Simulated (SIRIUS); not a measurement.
**Cu and the effect of the choice of potentials or basis**

```xyz
1
Lattice="0.0000 1.8075 1.8075 1.8075 0.0000 1.8075 1.8075 1.8075 0.0000" Properties=species:S:1:pos:R:3 pbc="T T T"
Cu    0.0000    0.0000    0.0000
```

Kept alike: task single point; functional PBE; k mesh 13 × 13 × 13; occupations fermi-dirac, width 0.05 eV; no spin polarisation. Program: SIRIUS. Cutoffs run from 557 to 1416 eV. The mesh is that of the run's cell of 1 atom. No spin-orbit coupling.

```csv
choice of potentials or basis,pressure (GPa)
JTH 2.0 PBE (PAW),0.44
PseudoDojo 0.4 PBE stringent (scalar relativistic),1.47
PseudoDojo 0.4.1 PBE standard (scalar relativistic),1.46
PseudoDojo 0.5 PBE standard (scalar relativistic),1.46
PseudoDojo 0.5 PBE stringent (scalar relativistic),1.47
"in-house norm-conserving set, PBE (scalar relativistic)",1.63
```

Pressure is positive in compression; the values hold the error of the finite cutoff, so their zero can differ a little from the energy's minimum. For a metal such a mesh leaves the last digits unconverged.

What does the choice of potentials or basis change here?

The pressure runs from 0.44 (JTH 2.0 PBE (PAW)) to 1.63 GPa (in-house norm-conserving set, PBE (scalar relativistic)).

All six potentials give a positive pressure, so at this volume the copper lattice tends to expand. This is in line with the known tendency of PBE to bind copper slightly too weakly and so to favour a lattice somewhat larger than the measured one. The pressure reflects a balance between the cohesion of the broad s-p band, helped by d hybridisation, and the repulsion between nearly full, compact 3d shells.

The four PseudoDojo entries are practically indistinguishable, at 1.46 to 1.47 GPa, so neither the release nor the step from standard to stringent matters here. The in-house set lies slightly higher, and the clear outlier is the JTH PAW set at 0.44 GPa, perhaps through its treatment of the 3d and core region or through residual basis-set stress. Against the stiffness of copper, even this gap corresponds to only a very small shift in equilibrium lattice constant. Agreement within one family of potentials is not evidence of accuracy, which would need an all-electron reference at the same volume.
